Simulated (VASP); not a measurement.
Set up this calculation in VASP 6.6.1, as the native input.

```yaml
Task: relaxation of cell and atoms
Functional: PBEsol
Potentials_or_basis: VASP PAW PBE potentials, release 64 (Mg, Si)
Cutoff: 600 eV
k_mesh: 10 × 10 × 10
Occupations: gaussian, width 0.03 eV
Spin: no spin polarisation
Further_INCAR_settings: ALGO = Normal; EDIFF = 1e-07; IBRION = 2; EDIFFG = -0.005; NSW = 90; ISIF = 3
```

The structure of Mg2Si lies in POSCAR:

```
Mg2Si                                   
1.0
   -0.0000000000      3.1623955246      3.1623955246
    3.1623955246      0.0000000000      3.1623955246
    3.1623955246      3.1623955246     -0.0000000000
  Mg              Si            
     2     1
Direct
     0.2500000000000000    0.2500000000000000    0.2500000000000000
     0.7500000000000000    0.7500000000000000    0.7500000000000000
     0.0000000000000000    0.0000000000000000    0.0000000000000000
```

One way to write it, as run:

INCAR

```
SYSTEM = Mg2Si
ALGO = Normal
EDIFF = 1E-7
EDIFFG = -0.005
ENCUT = 600
GGA = PS
IBRION = 2
ISIF = 3
ISMEAR = 0
KPAR = 2
LASPH = .True.
LCHARG = .False.
LREAL = .False.
LWAVE = .False.
NELM = 80
NSW = 90
PREC = Accurate
SIGMA = 0.03
```

KPOINTS

```
k-points
0
Gamma
  10 10 10
  0 0 0
```

Potentials or basis: VASP PAW PBE potentials, release 64 (Mg, Si).

Run with:

```bash
$ cat potpaw_PBE.64/Mg/POTCAR potpaw_PBE.64/Si/POTCAR > POTCAR
$ mpirun -np 2 vasp_std > vasp.out
```

It gave:

```yaml
Pressure_after_relaxing: 0.0 GPa
Band_gap_on_the_k_mesh: 0.11 eV, indirect (least direct gap 1.89 eV)
```

Caveat: the relaxation stopped at its first step, so nothing moved; the PAW data sets were made with another functional, which shifts forces and pressure a little.

Wall time 16 s on 2 MPI ranks on Intel(R) Xeon(R) Platinum 8259CL CPU @ 2.50GHz (Skylake/Cascade Lake) (shared host), peak memory 0.21 GiB a rank.
